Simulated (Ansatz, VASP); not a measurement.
## One calculation of BaTiO3, two programs

```
Ba Ti O
1.0
     4.01925    0.00000    0.00000
     0.00000    4.01925    0.00000
     0.00000    0.00000    4.01925
Ba Ti O
1 1 3
Direct
  0.50000 0.50000 0.50000
  0.00000 0.00000 0.00000
  0.50000 0.00000 0.00000
  0.00000 0.50000 0.00000
  0.00000 0.00000 0.50000
```

Alike in both runs: functional PBE; k mesh 8 × 8 × 8; occupations gaussian, width 0.02 eV; no spin polarisation.

Ansatz relaxed the structure, and its values are those at the end. VASP's run is a single point on that final structure, the one shown.

|  | VASP | Ansatz |
| --- | --- | --- |
| version | VASP 6.6.1 | Ansatz 0.2.0 |
| potentials or method | VASP PAW PBE potentials, release 64 (Ba_sv, Ti_sv, O) | scalar-relativistic, plane waves, PAW |
| plane-wave cutoff (eV) | 520 | 420 |
| valence electrons in the cell | 40 | 40 |

```tsv
	VASP	Ansatz	Ansatz less VASP
gap on the k mesh at the Fermi level (eV)	1.72	1.78	+0.065
least direct gap on the mesh (eV)	1.88	1.90	+0.026
pressure (GPa)	1.7	0.0	-1.72
```

Caveats: spin-orbit coupling is left out, which moves the levels of the heavy elements. A k mesh can miss the band edges. A hybrid or GW would open this gap; PBE tends to underestimate it.
